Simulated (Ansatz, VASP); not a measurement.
# PbSe (Clausthalite) in two plane-wave programs, part 2 of 2

One calculation is typed for both programs; each brings its own data sets and cutoff. How far apart do they land?

VASP 6.6.1 and Ansatz 0.2.0.

So far. Step 2 (VASP: band structure, LDA): The run ends at a pressure of -2.34 GPa.

## 6. VASP: band structure, r2SCAN

Level of this step: r2SCAN; plane waves and PAW (Pb_d, Se) (VASP).

The same cell, functional, mesh and smearing now go to VASP, with its own data sets and cutoff.

INCAR

```
SYSTEM = PbSe
PREC = Accurate
ENCUT = 350
EDIFF = 1E-06
NELM = 100
ISMEAR = 0
SIGMA = 0.03
LREAL = .FALSE.
ALGO = Normal
METAGGA = R2SCAN
LASPH = .TRUE.
NBANDS = 22
LORBIT = 11
LWAVE = .FALSE.
LCHARG = .FALSE.
KPAR = 4
```

POSCAR

```
PbSe
1.0
    0.0000000000      3.0606500000      3.0606500000
    3.0606500000      0.0000000000      3.0606500000
    3.0606500000      3.0606500000      0.0000000000
Pb Se
1 1
Direct
    0.0000000000      0.0000000000      0.0000000000
    0.5000000000      0.5000000000      0.5000000000
```

KPOINTS

```
Automatic mesh
0
Gamma
6 6 6
0 0 0
```

KPOINTS_OPT

```
Line mode
10
Line-mode
Reciprocal
  0.00000000   0.00000000   0.00000000 GAMMA
  0.50000000   0.00000000   0.50000000 X

  0.50000000   0.00000000   0.50000000 X
  0.50000000   0.25000000   0.75000000 W

  0.50000000   0.25000000   0.75000000 W
  0.37500000   0.37500000   0.75000000 K

  0.37500000   0.37500000   0.75000000 K
  0.00000000   0.00000000   0.00000000 GAMMA

  0.00000000   0.00000000   0.00000000 GAMMA
  0.50000000   0.50000000   0.50000000 L

  0.50000000   0.50000000   0.50000000 L
  0.62500000   0.25000000   0.62500000 U

  0.62500000   0.25000000   0.62500000 U
  0.50000000   0.25000000   0.75000000 W

  0.50000000   0.25000000   0.75000000 W
  0.50000000   0.50000000   0.50000000 L

  0.50000000   0.50000000   0.50000000 L
  0.37500000   0.37500000   0.75000000 K

  0.62500000   0.25000000   0.62500000 U
  0.50000000   0.00000000   0.50000000 X
```

The projector-augmented-wave data sets are Pb_d and Se (PBE family, release 64).

The run is started by

```console
$ mpirun -np 4 vasp_std
```

Numbers of over 12 decimals in the logs are rounded to 6 here.

Output:

```text
[banner, memory and clock lines left out]
running    4 mpi-ranks, on    1 nodes
[...]
|                                                                             |
|               ----> ADVICE to this user running VASP <----                  |
|                                                                             |
|     You enforced a specific xc type in the INCAR file but a different       |
|     [... a line on the potential file left out ...]
|     I HOPE YOU KNOW WHAT YOU ARE DOING!                                     |
|                                                                             |

 LDA part: xc-table for (None), standard interpolation
 POSCAR, INCAR and KPOINTS ok, starting setup
[...]
entering main loop
       N       E                     dE             d eps       ncg     rms          rms(c)
DAV:   1     0.822883804351E+02    0.82288E+02   -0.73299E+03   746   0.692E+02
DAV:   2    -0.657489680007E+02   -0.14804E+03   -0.14072E+03   776   0.244E+02
[...]
DAV:  12    -0.719297540756E+02    0.34680E-04   -0.89977E-05   958   0.109E-01    0.113E-02
DAV:  13    -0.719297545699E+02   -0.49432E-06   -0.81191E-06  1010   0.279E-02
   1 F= -.71929755E+02 E0= -.71929755E+02  d E =-.915618E-29
 Start KPOINTS_OPT (optional k-point list driver)
k-point batch [1-16\100]
       N       E                     dE             ncg
DAV:   1     0.523699294883E+03   -0.60315E+04      724
DAV:   2    -0.199205577203E+04   -0.25158E+04      772
DAV:   3    -0.217684073683E+04   -0.18478E+03      880
DAV:   4    -0.218087922029E+04   -0.40385E+01      838
DAV:   5    -0.218104214443E+04   -0.16292E+00      996
DAV:   6    -0.218104725953E+04   -0.51151E-02      912
DAV:   7    -0.218104738736E+04   -0.12783E-03     1058
DAV:   8    -0.218104738806E+04   -0.69749E-06      710
[...]
k-point batch [97-100\100]
       N       E                     dE             ncg
DAV:   1     0.663468989111E+04   -0.22167E+04      176
DAV:   2     0.601580978535E+04   -0.61888E+03      188
DAV:   3     0.597406925709E+04   -0.41741E+02      234
DAV:   4     0.597322715238E+04   -0.84210E+00      182
DAV:   5     0.597319669658E+04   -0.30456E-01      264
DAV:   6     0.597319504276E+04   -0.16538E-02      206
DAV:   7     0.597319503480E+04   -0.79656E-05      280
DAV:   8     0.597319503471E+04   -0.85562E-07      174
```

Parts of OUTCAR (step 6):

```text
  Total        0.4302779      0.4302779      0.4302779      0.0000000      0.0000000      0.0000000
  in kB       12.0223307     12.0223307     12.0223307      0.0000000      0.0000000      0.0000000
  external PRESSURE =      12.0223307 kB  Pullay stress =       0.0000000 kB

 POSITION                                       TOTAL-FORCE (eV/Angst)
 -----------------------------------------------------------------------------------
      0.00000      0.00000      0.00000        -0.000000     -0.000000     -0.000000
      3.06065      3.06065      3.06065         0.000000      0.000000      0.000000
 -----------------------------------------------------------------------------------
    total drift:                               -0.000000      0.000000      0.000000

  FREE ENERGIE OF THE ION-ELECTRON SYSTEM (eV)
  ---------------------------------------------------
  free  energy   TOTEN  =       -71.9297545699 eV

  energy  without entropy=      -71.9297545699  energy(sigma->0) =      -71.92975457

[... 2 parts as in an earlier step ...]

[... 1 further part left out ...]
[key lines of the parts left out:]
E-fermi :   5.1512
```

The run ends at a pressure of 1.20 GPa.

## 7. Comparison

What differs besides the data sets and the points named for the pairs above, as far as they apply: VASP keeps PBE cores, Ansatz makes them for the functional; the cutoff is 500 eV in Ansatz and 350 eV in VASP. Total energies have different zeros and are not compared.

Both answers:

| quantity | Ansatz | VASP | difference |
| --- | --- | --- | --- |
| pressure (GPa) | 1.48 | 1.20 | +0.28 |
| gap over the path points (eV) | 0.573 | 0.579 | -0.006 |

Levels at points of the path, from each program's valence-band top (eV; 4 filled, then empty):

| k (reciprocal lattice) | Ansatz | VASP |
| --- | --- | --- |
| 0.000 0.000 0.000 | -6.34 -2.05 -2.05 -2.05 5.03 5.03 5.03 | -6.36 -2.04 -2.04 -2.04 5.04 5.04 5.04 |
| 0.167 0.000 0.167 | -7.11 -2.42 -2.42 -0.94 2.28 4.88 4.88 | -7.12 -2.41 -2.41 -0.93 2.28 4.89 4.89 |
| 0.333 0.000 0.333 | -7.72 -3.27 -3.10 -3.10 4.24 4.40 5.45 | -7.73 -3.27 -3.09 -3.09 4.24 4.41 5.46 |
| 0.500 0.000 0.500 | -7.54 -5.17 -3.41 -3.41 4.01 5.98 5.98 | -7.55 -5.16 -3.40 -3.40 4.02 5.99 5.99 |
| 0.500 0.083 0.583 | -7.75 -5.08 -3.56 -2.90 4.21 5.01 6.23 | -7.76 -5.07 -3.55 -2.89 4.22 5.02 6.23 |
| 0.500 0.194 0.694 | -8.16 -4.68 -4.10 -1.33 2.70 4.89 5.68 | -8.17 -4.67 -4.09 -1.33 2.70 4.90 5.69 |
| 0.500 0.250 0.750 | -8.23 -4.41 -4.41 -0.89 2.16 5.29 5.29 | -8.24 -4.39 -4.39 -0.89 2.16 5.30 5.30 |
| 0.458 0.292 0.750 | -8.24 -4.60 -4.05 -1.18 2.46 4.95 5.56 | -8.24 -4.59 -4.04 -1.18 2.46 4.96 5.57 |
| 0.403 0.347 0.750 | -8.25 -4.74 -3.23 -2.11 3.40 4.46 5.78 | -8.26 -4.73 -3.23 -2.10 3.40 4.47 5.79 |
| 0.375 0.375 0.750 | -8.26 -4.76 -2.89 -2.48 3.68 4.29 5.81 | -8.26 -4.75 -2.88 -2.47 3.69 4.29 5.82 |

Among the levels compared at these points, filled levels agree within 12 meV and empty ones within 11 meV.

## 8. Ansatz: band structure, r2SCAN, spin-orbit coupling

Levels along a path test the potential and the projectors away from the mesh points.

The cell is taken from a series of VASP runs on this material, whose earlier steps may have relaxed, scaled or displaced it; both programs get it as it stands.

input.yaml

```yaml
crystal:
  lattice:
    - [0.0, 3.06065, 3.06065]
    - [3.06065, 0.0, 3.06065]
    - [3.06065, 3.06065, 0.0]
  atoms:
    - { symbol: Pb, position: [0.0, 0.0, 0.0] }
    - { symbol: Se, position: [0.5, 0.5, 0.5] }
hamiltonian:
  xc: r2scan
  pseudopotentials: { kind: paw_fr }
magnetization:
  noncollinear: true
  spin_orbit: true
kpoints:
  mp_grid: { grid: [6, 6, 6] }
  band_path:
    path:
      - [0.0, 0.0, 0.0]
      - [0.16667, 0.0, 0.16667]
      - [0.33333, 0.0, 0.33333]
      - [0.5, 0.0, 0.5]
      - [0.5, 0.08333, 0.58333]
      - [0.5, 0.19444, 0.69444]
      - [0.5, 0.25, 0.75]
      - [0.45833, 0.29167, 0.75]
      - [0.40278, 0.34722, 0.75]
      - [0.375, 0.375, 0.75]
      - [0.20833, 0.20833, 0.41667]
      - [0.08333, 0.08333, 0.16667]
      - [0.0, 0.0, 0.0]
      - [0.22222, 0.22222, 0.22222]
      - [0.38889, 0.38889, 0.38889]
      - [0.5, 0.5, 0.5]
      - [0.51389, 0.47222, 0.51389]
      - [0.55556, 0.38889, 0.55556]
      - [0.61111, 0.27778, 0.61111]
      - [0.61111, 0.25, 0.63889]
      - [0.56944, 0.25, 0.68056]
      - [0.51389, 0.25, 0.73611]
      - [0.5, 0.27778, 0.72222]
      - [0.5, 0.38889, 0.61111]
      - [0.5, 0.47222, 0.52778]
      - [0.48611, 0.48611, 0.52778]
      - [0.43056, 0.43056, 0.63889]
      - [0.38889, 0.38889, 0.72222]
      - [0.59722, 0.19444, 0.59722]
      - [0.55556, 0.11111, 0.55556]
      - [0.5, 0.0, 0.5]
    npoints: 1
scf:
  occupations: { method: gaussian, width: 0.03 }
  n_extra_bands: 14
output:
  forces: true
  stress: true
  eigenvalues: true
  write_density: true
  write_potential: true
  elf: true
  volumetric_format: npy
```

The run is started by

```console
$ ansatz run input.yaml --threads 2 --pin off --max-ram 4608MiB --backend cpu --events-out ev --progress --plain --runs-dir out
```

Output:

```text
[...]
non-collinear run that drives no moment, with spin-orbit: no starting moment large enough to seed its density (crystal.atoms[].spin), no starting occupations that ask for one, no magnetisation constraint and no magnetic field, so the semilocal B_xc is pinned to zero
Crystal: 2 atoms, lattice volume = 57.342 Å³
[...]
k-point 1: bands = [... 26 lower, 7.0305, 7.0305, 7.3994, 7.3994, 11.2599, 11.2599, 12.9408, 12.9408, ... 10 higher]
  k-point 2: bands = [... 26 lower, 7.1958, 7.1958, 8.1899, 8.1899, 9.8451, 9.8451, 11.1976, 11.1976, ... 10 higher]
  k-point 15: bands = [... 26 lower, 4.8500, 4.8500, 7.0997, 7.0997, 11.7806, 11.7806, 13.5995, 13.5995, ... 10 higher]
[key lines of the parts left out:]
SCF converged after 7 iterations
Magnetization: |M| = 0.0000 μB,  M = (+0.0000, +0.0000, +0.0000) μB
Free energy (F): -17363.471738 eV
Fermi energy:    8.889648 eV
P = ⅓ Tr σ = 1.0448 GPa (10.448 kbar)
```

It took 17 s on 2 threads of Arm Neoverse V2, shared host; peak memory 0.63 GiB; 34 s of CPU time.

## 9. VASP: band structure, r2SCAN, spin-orbit coupling

The same cell, functional, mesh and smearing now go to VASP, with its own data sets and cutoff.

Edit INCAR of step 6 so:

```diff
@@ -11,3 +11,7 @@
 LASPH = .TRUE.
-NBANDS = 22
+LNONCOLLINEAR = .TRUE.
+MAGMOM = 0 0 0 0 0 0
+NBANDS = 32
+GGA_COMPAT = .FALSE.
+LSORBIT = .TRUE.
 LORBIT = 11
```

POSCAR is that of step 6.

KPOINTS is that of step 6.

KPOINTS_OPT is that of step 6.

The run is started by

```console
$ mpirun -np 4 vasp_ncl
```

Output:

```text
[banner, memory and clock lines left out]
running    4 mpi-ranks, on    1 nodes
[...]
[... a notice as in an earlier step ...]

 LDA part: xc-table for (None), standard interpolation
 POSCAR, INCAR and KPOINTS ok, starting setup
[...]
entering main loop
       N       E                     dE             d eps       ncg     rms          rms(c)
DAV:   1     0.119670551021E+03    0.11967E+03   -0.74197E+03  1024   0.101E+03
DAV:   2    -0.587441094512E+02   -0.17841E+03   -0.17040E+03  1096   0.322E+02
DAV:   3    -0.763589351391E+02   -0.17615E+02   -0.17291E+02  1344   0.124E+02
DAV:   4    -0.770035962935E+02   -0.64466E+00   -0.64396E+00  1232   0.261E+01
[...]
DAV:  12    -0.723239755281E+02    0.25261E-04   -0.17813E-04  1296   0.222E-01    0.145E-02
DAV:  13    -0.723239729815E+02    0.25466E-05   -0.29288E-05  1352   0.760E-02    0.703E-03
DAV:  14    -0.723239729637E+02    0.17832E-07   -0.14700E-06   944   0.196E-02
   1 F= -.72323973E+02 E0= -.72323972E+02  d E =-.111159E-05  mag=     0.0000     0.0000     0.0000
 Start KPOINTS_OPT (optional k-point list driver)
k-point batch [1-16\100]
       N       E                     dE             ncg
DAV:   1     0.102065558637E+04   -0.45217E+04     1032
DAV:   2    -0.188579317937E+04   -0.29064E+04     1064
DAV:   3    -0.216842353931E+04   -0.28263E+03     1392
DAV:   4    -0.217720648646E+04   -0.87829E+01     1192
DAV:   5    -0.217760879107E+04   -0.40230E+00     1632
DAV:   6    -0.217761284180E+04   -0.40507E-02     1264
DAV:   7    -0.217761300255E+04   -0.16076E-03     1632
DAV:   8    -0.217761300395E+04   -0.13967E-05     1144
DAV:   9    -0.217761300402E+04   -0.70514E-07      872
[...]
k-point batch [97-100\100]
       N       E                     dE             ncg
DAV:   1     0.636044829718E+04   -0.19034E+04      256
DAV:   2     0.565802005000E+04   -0.70243E+03      264
DAV:   3     0.559280299012E+04   -0.65217E+02      352
DAV:   4     0.559092242359E+04   -0.18806E+01      320
DAV:   5     0.559082979371E+04   -0.92630E-01      408
DAV:   6     0.559082911571E+04   -0.67801E-03      320
DAV:   7     0.559082908645E+04   -0.29258E-04      408
DAV:   8     0.559082908620E+04   -0.25091E-06      288
```

Parts of OUTCAR (step 9):

```text
  Total        0.3589535      0.3589535      0.3589535     -0.0000000      0.0000000     -0.0000000
  in kB       10.0294657     10.0294657     10.0294657     -0.0000000      0.0000000     -0.0000000
  external PRESSURE =      10.0294657 kB  Pullay stress =       0.0000000 kB

 POSITION                                       TOTAL-FORCE (eV/Angst)
 -----------------------------------------------------------------------------------
      0.00000      0.00000      0.00000         0.000000      0.000000     -0.000000
      3.06065      3.06065      3.06065        -0.000000     -0.000000      0.000000
 -----------------------------------------------------------------------------------
    total drift:                               -0.000000      0.000000      0.000000

  FREE ENERGIE OF THE ION-ELECTRON SYSTEM (eV)
  ---------------------------------------------------
  free  energy   TOTEN  =       -72.3239729637 eV

  energy  without entropy=      -72.3239718521  energy(sigma->0) =      -72.32397241

 magnetization (x)
# of ion       s       p       d       tot
------------------------------------------
    1       -0.000   0.000  -0.000  -0.000
    2        0.000   0.000   0.000   0.000
--------------------------------------------------
tot         -0.000   0.000  -0.000  -0.000

 magnetization (y)
# of ion       s       p       d       tot
------------------------------------------
    1        0.000   0.000  -0.000  -0.000
    2       -0.000   0.000  -0.000  -0.000
--------------------------------------------------
tot         -0.000   0.000  -0.000  -0.000

 magnetization (z)
# of ion       s       p       d       tot
------------------------------------------
    1        0.000   0.000   0.000   0.000
    2        0.000   0.000  -0.000  -0.000
--------------------------------------------------
tot          0.000   0.000   0.000   0.000

[... 1 part as in an earlier step ...]

[... 2 further parts left out ...]
[key lines of the parts left out:]
E-fermi :   4.9904
```

VASP adds spin-orbit coupling inside the spheres on scalar-relativistic partial waves, which describe the 6p1/2 states imperfectly, so such gaps can be off by a tenth of an eV or more.

## 10. Differences

What differs besides the data sets and the points named for the pairs above, as far as they apply: spin-orbit coupling enters by fully relativistic files in Ansatz and inside the spheres in VASP; the data sets hold 30 valence electrons in Ansatz (fully relativistic PAW (standard-fr) files) and 20 in VASP. Total energies have different zeros and are not compared.

Both answers:

| quantity | Ansatz | VASP | difference |
| --- | --- | --- | --- |
| pressure (GPa) | 1.04 | 1.00 | +0.04 |
| gap over the path points (eV) | 0.019 | 0.151 | -0.132 |

Levels at points of the path, from each program's valence-band top (eV; 8 filled, then empty):

| k (reciprocal lattice) | Ansatz | VASP |
| --- | --- | --- |
| 0.000 0.000 0.000 | -6.31 -6.31 -2.57 -2.57 -1.91 -1.91 -1.91 -1.91 3.29 3.29 5.72 5.72 5.72 5.72 | -6.34 -6.34 -2.50 -2.50 -1.88 -1.88 -1.88 -1.88 3.51 3.51 5.72 5.72 5.72 5.72 |
| 0.167 0.000 0.167 | -7.08 -7.08 -2.77 -2.77 -2.27 -2.27 -0.97 -0.97 1.84 1.84 4.40 4.40 5.42 5.42 | -7.10 -7.10 -2.71 -2.71 -2.25 -2.25 -0.95 -0.95 1.96 1.96 4.47 4.47 5.43 5.43 |
| 0.333 0.000 0.333 | -7.68 -7.68 -3.53 -3.53 -3.25 -3.25 -2.94 -2.94 3.72 3.72 4.42 4.42 5.04 5.04 | -7.71 -7.71 -3.45 -3.45 -3.23 -3.23 -2.92 -2.92 3.86 3.86 4.42 4.42 5.09 5.09 |
| 0.500 0.000 0.500 | -7.47 -7.47 -5.26 -5.26 -3.73 -3.73 -3.24 -3.24 4.03 4.03 4.84 4.84 6.58 6.58 | -7.52 -7.52 -5.22 -5.22 -3.67 -3.67 -3.22 -3.22 4.03 4.03 5.03 5.03 6.59 6.59 |
| 0.500 0.083 0.583 | -7.68 -7.68 -5.16 -5.16 -3.71 -3.71 -2.90 -2.90 4.10 4.10 4.52 4.52 6.17 6.17 | -7.72 -7.72 -5.12 -5.12 -3.67 -3.67 -2.87 -2.87 4.16 4.16 4.62 4.62 6.21 6.21 |
| 0.500 0.194 0.694 | -8.10 -8.10 -4.79 -4.79 -4.17 -4.17 -1.38 -1.38 2.41 2.41 4.88 4.88 5.61 5.61 | -8.14 -8.14 -4.74 -4.74 -4.14 -4.14 -1.35 -1.35 2.50 2.50 4.91 4.91 5.66 5.66 |
| 0.500 0.250 0.750 | -8.17 -8.17 -4.60 -4.60 -4.38 -4.38 -0.93 -0.93 1.89 1.89 5.16 5.16 5.35 5.35 | -8.21 -8.21 -4.54 -4.54 -4.36 -4.36 -0.91 -0.91 1.98 1.98 5.21 5.21 5.37 5.37 |
| 0.458 0.292 0.750 | -8.18 -8.18 -4.70 -4.70 -4.11 -4.11 -1.23 -1.23 2.18 2.18 4.91 4.91 5.52 5.52 | -8.21 -8.21 -4.66 -4.66 -4.08 -4.08 -1.20 -1.20 2.27 2.27 4.94 4.94 5.56 5.56 |
| 0.403 0.347 0.750 | -8.20 -8.20 -4.83 -4.83 -3.34 -3.34 -2.13 -2.13 3.01 3.01 4.48 4.48 5.72 5.72 | -8.23 -8.23 -4.79 -4.79 -3.30 -3.30 -2.11 -2.11 3.12 3.12 4.51 4.51 5.76 5.76 |
| 0.375 0.375 0.750 | -8.20 -8.20 -4.84 -4.84 -3.05 -3.05 -2.45 -2.45 3.21 3.21 4.37 4.37 5.75 5.75 | -8.23 -8.23 -4.80 -4.80 -3.00 -3.00 -2.43 -2.43 3.33 3.33 4.40 4.40 5.78 5.78 |

Among the levels compared at these points, filled levels agree within 72 meV and empty ones within 219 meV.

## 11. Summary of results

```json
{
  "difference in gap over the path points (band structure, LDA)": "0.021 eV",
  "difference in gap over the path points (band structure, r2SCAN)": "-0.0061 eV",
  "difference in gap over the path points (band structure, r2SCAN, spin-orbit coupling)": "-0.13 eV"
}
```

What this shows: The difference in gap over the path points is -0.13 eV (band structure, r2SCAN, spin-orbit coupling), beyond the 0.08 eV picked in this series as the mark of a large difference. 6 further runs of this series are not shown here. Such differences can come from data sets, numerical settings and the points named under the comparisons, not from the functional's error against experiment.

[Lines on the potential files, build, host, timing and source positions are cut from VASP's logs without a mark.]

[Logs are printed without paths, hosts, clocks, repeated set-up lines and the standing remarks that a program may print on its own settings, such as how far it seeks lower states.]

[Hosts, paths, dates, database ids (printed as entryN), source tags and the programs' standing remarks are cut or masked in the printed files.]
